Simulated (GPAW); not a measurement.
Runs of GPAW 26.7.0 on SiC (Moissanite). The structure is hexagonal, space group P6_3mc (No. 186). The conventional cell has a = 3.076 Å, b = 3.076 Å, c = 5.048 Å, α = 90.00°, β = 90.00°, γ = 120.00°. Si (site symmetry 3m) has 4 C at 1.87 to 1.94 Å as nearest neighbours. Around C (site symmetry 3m) lie 4 Si at 1.87 to 1.94 Å. 

| task | level | potentials or basis | k mesh | cutoff (eV) | smearing | band path | band points | eigensolver | pressure (GPa) | largest force (eV/Å) |
| --- | --- | --- | --- | --- | --- | --- | --- | --- | --- | --- |
| electron localisation function | PBEsol | PAW data sets generated in the run's folder for this functional, pw | 6 × 6 × 3 | 680 | fermi-dirac 0.01 eV | - | - | - | 1.6 | 0.76 |
| band structure | r4SCAN | GPAW PAW data sets (gpaw-data 1.2.1), pw | 7 × 7 × 4 | 800 | fermi-dirac 0.05 eV | GMKGALHA,LM,KH | 100 | - | (a) | - |
| band structure | OLYP | PAW data sets generated in the run's folder for this functional, pw | 7 × 7 × 4 | 800 | fermi-dirac 0.05 eV | GMKGALHA,LM,KH | 100 | davidson | 3.6 | 0.76 |
| band structure | mBEEF | GPAW PAW data sets (gpaw-data 1.2.1), pw | 7 × 7 × 4 | 800 | fermi-dirac 0.05 eV | GMKGALHA,LM,KH | 80 | - | (b) | 0.79 |

Alike in all rows: no spin polarisation; cell as given.

Question: Fill in the values left out.

Answer: (a) 1.4; (b) 0.1.

Caveats: the PAW data sets were made with another functional, which shifts forces and pressure a little (some runs); the cutoff is short for stress and forces, so pressures can be off by a GPa or more (some runs); the forces don't sum to zero, a sign of grid noise (some runs).

Runs at the PBE level aren't shown here.
